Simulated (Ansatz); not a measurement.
# SnTe: the cost of one run

Method: DFT PBEsol, scalar-relativistic, plane waves, PAW, in Ansatz 0.2.0.

### Step 1. Starting point

Symmetry: F-43m, No. 216, cubic system. The conventional cell has a = 7.222 Å, b = 7.222 Å, c = 7.222 Å, α = 90.00°, β = 90.00°, γ = 90.00°. Around Sn (site symmetry -43m) lie 4 Te at 3.13 Å. Te (site symmetry -43m) is surrounded by 4 Sn at 3.13 Å.

As a file:

```cif
data_structure
_symmetry_space_group_name_H-M 'P 1'
_symmetry_Int_Tables_number 1
_cell_length_a 5.1069
_cell_length_b 5.1069
_cell_length_c 5.1069
_cell_angle_alpha 60.000
_cell_angle_beta 60.000
_cell_angle_gamma 60.000
_cell_volume 94.18
loop_
_atom_site_label
_atom_site_type_symbol
_atom_site_fract_x
_atom_site_fract_y
_atom_site_fract_z
_atom_site_occupancy
Sn1 Sn 0.00000 0.00000 0.00000 1
Te1 Te 0.75000 0.75000 0.75000 1
```

The structure comes from the Materials Project (structure only).

### Step 2. A change within the space group

Against the listed cell: strain xx, yy, zz, yz, xz, xy = -0.1, -0.1, -0.1, +0.0, +0.0, +0.0 %.

input.yaml

```yaml
crystal:
  lattice:
    - [0.0, 3.6082931947, 3.6082931947]
    - [3.6082931947, 0.0, 3.6082931947]
    - [3.6082931947, 3.6082931947, 0.0]
  atoms:
    - { symbol: Sn, position: [0.0, 0.0, 0.0] }
    - { symbol: Te, position: [0.75, 0.75, 0.75] }
basis:
  ecutwfc: 420
kpoints:
  mp_grid: { grid: [8, 8, 8] }
hamiltonian:
  xc: pbesol
scf:
  occupations: { method: gaussian, width: 0.05 }
output:
  forces: true
  stress: true
  eigenvalues: true
```

Command:

```bash
$ ansatz run input.yaml --threads 1 --pin off --max-ram 1331MiB --backend cpu --events-out ev --progress --plain --runs-dir out
```

What time and memory should one allow on 1 thread of an x86-64 CPU, shared host?

About 9.4 s, with a peak of 0.4 GiB.
